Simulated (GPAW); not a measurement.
Input of a GPAW 26.7.0 run:

Contents of run.py:

```python
from ase import Atoms
from ase.dft.bandgap import bandgap
from ase.io import write
from ase.units import GPa
from gpaw import GPAW, PW

atoms = Atoms(['N', 'B'],
              cell=[[1.2511217832, 0.7223354983, 3.3729344033],
                    [-1.2511217832, 0.7223354983, 3.3729344033],
                    [0.0, -1.4446709966, 3.3729344033]],
              scaled_positions=[[0.6672382, 0.6672382, 0.6672382],
                                [0.0003288, 0.0003288, 0.0003288]],
              pbc=True)

calc = GPAW(mode=PW(800),
            xc='MGGA_X_R2SCAN+MGGA_C_R2SCAN',
            kpts={'size': (10, 10, 10), 'gamma': True},
            occupations={'name': 'fermi-dirac', 'width': 0.05},
            nbands=11,
            convergence={'density': 1e-05, 'energy': 1e-05},
            maxiter=150,
            txt='gpaw.txt')
atoms.calc = calc
energy = atoms.get_potential_energy()
forces = atoms.get_forces()
stress = atoms.get_stress()
calc.write('gs.gpw')
write('result.traj', atoms)
print(f'Energy: {energy:.6f} eV')
print('Forces (eV/A):')
print(forces.round(4))
print('Stress (GPa):', (stress / GPa).round(3))
print('Fermi level:', round(calc.get_fermi_level(), 4), 'eV')
print(f'Gap: {bandgap(calc)[0]:.4f} eV, direct: {bandgap(calc, direct=True)[0]:.4f} eV')

path = atoms.cell.bandpath('GLB1,BZGX,QFP1Z,LP', npoints=60, eps=1e-4)
bs_calc = calc.fixed_density(kpts=path, symmetry='off', nbands=18,
                             convergence={'bands': 'CBM+6.0', 'eigenstates': 1e-6}, txt='bands.txt')
bs = bs_calc.band_structure()
bs.write('bs.json')
print(f'Gap on the path: {bandgap(bs_calc)[0]:.4f} eV')
```

Potentials or basis: GPAW PAW data sets (gpaw-data 1.2.1), pw.

The run is started by

```bash
$ OMP_NUM_THREADS=1 python run.py
```

Q: Predict the largest force.

A: 0.010 eV/Å.

Q: What does it give for the pressure?

A: -1.1 GPa.

Q: What does it give for the band gap on the k mesh?

A: 4.78 eV, indirect (least direct gap 5.57 eV).

Forces in eV/Å, atoms in the order of the input:
```
N    0.000  0.000 -0.010
B    0.000  0.000  0.008
```

Caveat: the PAW data sets were made with another functional, which shifts forces and pressure a little; the program warned that so skewed a cell can give wrong results. r2SCAN opens gaps a little over a GGA but as a rule still falls short of measured ones.
